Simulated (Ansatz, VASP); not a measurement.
# SiC (Moissanite 3C) in VASP and in Ansatz

```xyz
2
Lattice="0.0000 2.1790 2.1790 2.1790 0.0000 2.1790 2.1790 2.1790 0.0000" Properties=species:S:1:pos:R:3 pbc="T T T"
Si    0.0000    0.0000    0.0000
C     3.2685    3.2685    3.2685
```

Alike in both runs: task band structure; functional r2SCAN50; k mesh 5 × 5 × 5; occupations fermi-dirac, width 0.05 eV; no spin polarisation.

```csv
,VASP,Ansatz
version,VASP 6.6.1,Ansatz 0.2.0
potentials or method,"VASP PAW PBE potentials, release 64 (Si, C)",Ansatz PAW
plane-wave cutoff (eV),520,500
valence electrons in the cell,8,8
```

```csv
,VASP,Ansatz,Ansatz less VASP
gap on the k mesh at the Fermi level (eV),5.32,5.25,-0.076
least direct gap on the mesh (eV),8.95,8.86,-0.088
pressure (GPa),-7.2,-6.3,+0.88
```

The functional is the same, so the differences come from potentials, cutoffs and numerics.

Caveats: the k mesh is coarse (spacing up to 0.50 Å⁻¹), so the values aren't converged, least of all with exact exchange; an unscreened hybrid on a path of extra k points without a Coulomb cutoff has errors near the mesh points, so the bands along the path aren't reliable (VASP); the PAW data sets were made with another functional, which shifts forces and pressure a little (VASP); the PAW data sets come from PBE, with cores solved anew for the run's functional, which leaves a small shift of forces and pressure (Ansatz); the thresholds are loose for stress (Ansatz).
